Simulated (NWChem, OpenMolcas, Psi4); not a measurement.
**CHF3 (trifluoromethane): the dipole moment, rung by rung**

CHF3 has 5 atoms, charge 0, and is taken as a singlet. As SMILES, `FC(F)F`. The coordinates come from a PBE0-D4/def2-TZVP relaxation.

Each level gives the dipole moment (D). The values are calculated.

The value from experiment is 1.65 D (NIST CCCBDB). From what is known of these methods, estimate their order from the nearest to it to the farthest.
A. HF/def2-SVPD (NWChem)
B. revPBE/def2-SVPD (OpenMolcas)
C. PBE0/def2-SVPD (OpenMolcas)
D. wB97X/def2-SVPD (Psi4)
E. BHLYP/def2-SVPD (OpenMolcas)

D (1.65 D, 0.00), C (1.61 D, -0.04), E (1.74 D, +0.09), B (1.49 D, -0.16), A (1.86 D, +0.21).
